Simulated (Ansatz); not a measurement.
KCl, response to strain

Base system: KCl in the rock salt structure (space group Fm-3m, No. 225).

```xyz
2
Lattice="0.0000 3.1214 3.1214 3.1214 0.0000 3.1214 3.1214 3.1214 0.0000" Properties=species:S:1:pos:R:3 pbc="T T T"
K      0.0000     0.0000     0.0000
Cl     3.1214     3.1214     3.1214
```

Strains are applied to the cell and any free atomic positions relax.

Computed with Kohn–Sham DFT with the PBEsol functional, run in Ansatz (a first-principles code) with PAW and 420 eV plane waves, without spin-orbit coupling.

| variant | electron mass | band gap | pressure | volume per atom |
|---|---|---|---|---|
| base | 0.43 mₑ (at Γ) | 5.10 eV | 0.1 kbar | 30.41 Å³ |
| isotropic strain −3.00 % | 0.42 mₑ (at Γ) | 5.42 eV | 21.3 kbar | 27.76 Å³ |
| isotropic strain −2.50 % | 0.42 mₑ (at Γ) | (withheld) | (withheld) | 28.19 Å³ |
| isotropic strain −2.00 % | 0.43 mₑ (at Γ) | 5.31 eV | 13.1 kbar | 28.62 Å³ |
| isotropic strain −1.50 % | 0.43 mₑ (at Γ) | 5.26 eV | 9.5 kbar | 29.06 Å³ |
| isotropic strain −0.50 % | 0.43 mₑ (at Γ) | 5.15 eV | 3.0 kbar | 29.96 Å³ |
| isotropic strain +1.50 % | 0.44 mₑ (at Γ) | 4.96 eV | -7.3 kbar | 31.80 Å³ |
| isotropic strain +2.00 % | 0.44 mₑ (at Γ) | 4.92 eV | -9.4 kbar | 32.27 Å³ |
| isotropic strain +2.50 % | 0.45 mₑ (at Γ) | 4.87 eV | -11.3 kbar | 32.75 Å³ |
| isotropic strain +3.00 % | 0.45 mₑ (at Γ) | 4.83 eV | -13.1 kbar | 33.23 Å³ |

**Question.** Complete the table.

**Answer.** 
- isotropic strain −2.50 %, band gap: 5.36 eV
- isotropic strain −2.50 %, pressure: 17.0 kbar

Effective masses come from finite differences of ±0.01 Å⁻¹. Stability against distortions was not tested.
